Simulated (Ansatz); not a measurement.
## C: a vibration from a frozen displacement

Method: DFT r2SCAN, scalar-relativistic, plane waves, PAW in Ansatz. Settings: plane waves to 500 eV, k-mesh 12×12×6 (Γ-centred), Gaussian smearing 0.05 eV. No spin polarisation. Energies are free energies at this smearing, counted from the undisturbed cell; pressure is positive in compression.

Reference structure (relaxed at this level):

```
C
1.0
     2.50319    0.00000    0.00000
    -1.25160    2.16783    0.00000
     0.00000    0.00000    4.16888
C
4
Direct
  0.33333 0.66667 0.06273
  0.66667 0.33333 0.56273
  0.33333 0.66667 0.43727
  0.66667 0.33333 0.93727
```

Atom 1 (C) is moved by x along the Cartesian unit vector (-0.500, -0.866, 0.000); the cell and all other atoms stay fixed. The cell's volume is 22.62 Å³; the moved atoms weigh 12.011 u together and the others 36.033 u. Some rows repeat others by symmetry and weren't run.

```
  x (Å)  ΔE (meV/cell) total force on the moved atoms along the move (eV/Å) pressure (GPa)
-0.1000         193.67                                                3.8668          1.8632
-0.0875         148.34                                                3.3862          1.4251
-0.0750         109.02                                                2.9046          1.0469
-0.0625          75.73                                                2.4218          0.7274
-0.0500          48.48                                                1.9384          0.4662
-0.0375          27.27                                                1.4543          0.2635
-0.0250          12.12                                                0.9698          0.1193
-0.0125           3.03                                                0.4850          0.0329
 0.0000           0.00                                                0.0000          0.0046
 0.0125           3.03                                               -0.4850          0.0329
 0.0250          12.12                                               -0.9698          0.1193
 0.0375          27.27                                               -1.4543          0.2635
 0.0500          48.48                                               -1.9384          0.4662
 0.0625          75.73                                               -2.4218          0.7274
 0.0750         109.02                                               -2.9046          1.0469
 0.0875         148.34                                               -3.3862          1.4251
 0.1000         193.67                                               -3.8668          1.8632
```

Task: What frequency belongs to this motion?

Result: The force constant is k = −dF/dx = 38.800 eV/Å², from the parabola through x = -0.0125, 0 and 0.0125. In every cell the moved atoms swing against the rest, so the mass is μ = m₁m₂/(m₁ + m₂) = 9.008 u, and ν̃ = 521.5 cm⁻¹ × √(|k|/μ) = 1082 cm⁻¹. The pattern needn't be a normal mode: ν̃² is then a weighted mean of the squared nonzero frequencies at the zone centre of this cell, taken without macroscopic field, so it lies between the lowest and the highest of them.

Task: How far does the harmonic law reach?

Result: At x = -0.100 Å, kx²/2 = 194.00 meV against the computed 193.67 meV (-0.2 %): the well is still close to harmonic there.

Task: The pressure changes with x². What does that say about the frequency under compression?

Result: With E = k(V)x²/2, k ∝ V^(−2γ) and x scaling with the cell as V^(1/3), P − P0 = −∂E/∂V = (2γ − 2/3) ΔE/V. At x = 0.0250 Å, V(P − P0) = 22.62 × 0.11464 / 160.2 eV = 16.19 meV and ΔE = 12.12 meV, so γ = 1/3 + V(P − P0)/(2ΔE) = 1.00. This is the Grüneisen parameter of the motion under uniform scaling of the cell: shrinking the cell evenly by 1 % in volume raises the frequency by about 1.00 %.

The cell is hexagonal diamond (lonsdaleite), and the large force constant reflects its stiff, directional tetrahedral σ bonds. The sideways move stretches some of these bonds and bends others, so both kinds of stiffness enter the restoring force. A mirror plane makes x and −x equivalent, which removes the cubic term. The near-harmonic well therefore doesn't show that the bonds themselves are harmonic, only that the remaining even-order terms are small, with a slight softening at the largest displacements.

Displacing one atom mixes the in-plane optical modes, from hard bond-stretching ones to a much softer shear-like one. This explains why 1082 cm⁻¹ lies well below the familiar Raman line of cubic diamond, and the gap is no sign of weaker bonds. The Grüneisen parameter of 1.00 is typical of a stiff covalent network, where compression shortens and strengthens the bonds. Being dominated by the hard modes, it doesn't reveal how the soft shear mode responds to pressure, which could be quite different.
